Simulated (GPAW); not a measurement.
Write an ASE script for GPAW 26.7.0 that does the following.

```yaml
Task: single point
Functional: PBE
Potentials_or_basis: GPAW PAW data sets (gpaw-data 1.2.1)
Cutoff: 450 eV
Basis: pw
k_mesh: 8 × 8 × 2
Occupations: fermi-dirac, width 0.05 eV
Spin: no spin polarisation
Maxiter: 120
Convergence: default
```

The system is MoS2.

```
CELL_PARAMETERS angstrom
3.16900 0.00000 0.00000
-1.58450 2.74443 0.00000
0.00000 0.00000 12.32400
ATOMIC_POSITIONS crystal
Mo 0.66667 0.33333 0.75000
Mo 0.33333 0.66667 0.25000
S 0.66667 0.33333 0.37700
S 0.33333 0.66667 0.87700
S 0.66667 0.33333 0.12300
S 0.33333 0.66667 0.62300
```

These files were run (other wordings do the same):

run.py

```python
from ase import Atoms
from ase.dft.bandgap import bandgap
from ase.io import write
from ase.units import GPa
from gpaw import GPAW, PW

atoms = Atoms(['Mo', 'Mo', 'S', 'S', 'S', 'S'],
              cell=[[3.169, 0.0, 0.0],
                    [-1.5845, 2.7444345046, 0.0],
                    [0.0, 0.0, 12.324]],
              scaled_positions=[[0.6666666667, 0.3333333333, 0.75],
                                [0.3333333333, 0.6666666667, 0.25],
                                [0.6666666667, 0.3333333333, 0.377],
                                [0.3333333333, 0.6666666667, 0.877],
                                [0.6666666667, 0.3333333333, 0.123],
                                [0.3333333333, 0.6666666667, 0.623]],
              pbc=True)

calc = GPAW(mode=PW(450),
            xc='PBE',
            kpts={'size': (8, 8, 2), 'gamma': True},
            occupations={'name': 'fermi-dirac', 'width': 0.05},
            nbands=46,
            maxiter=120,
            txt='gpaw.txt')
atoms.calc = calc
energy = atoms.get_potential_energy()
forces = atoms.get_forces()
stress = atoms.get_stress()
calc.write('gs.gpw')
write('result.traj', atoms)
print(f'Energy: {energy:.6f} eV')
print('Forces (eV/A):')
print(forces.round(4))
print('Stress (GPa):', (stress / GPa).round(3))
print('Fermi level:', round(calc.get_fermi_level(), 4), 'eV')
print(f'Gap: {bandgap(calc)[0]:.4f} eV, direct: {bandgap(calc, direct=True)[0]:.4f} eV')
```

Potentials or basis: GPAW PAW data sets (gpaw-data 1.2.1), pw.

The run is started by

```sh
$ OMP_NUM_THREADS=1 python run.py
```

It gave:

The pressure is 1.8 GPa and the largest force is 0.057 eV/Å. The band gap on the k mesh is 0.97 eV, indirect (least direct gap 1.91 eV).

Caveat: the cutoff is short for stress and forces, so pressures can be off by a GPa or more; this functional lacks dispersion, which binds the layers, so the pressure and a relaxed spacing across them are unreliable.

Wall time 34 s on 1 thread of Arm Neoverse V2, with other jobs on the host, peak memory 0.21 GiB.
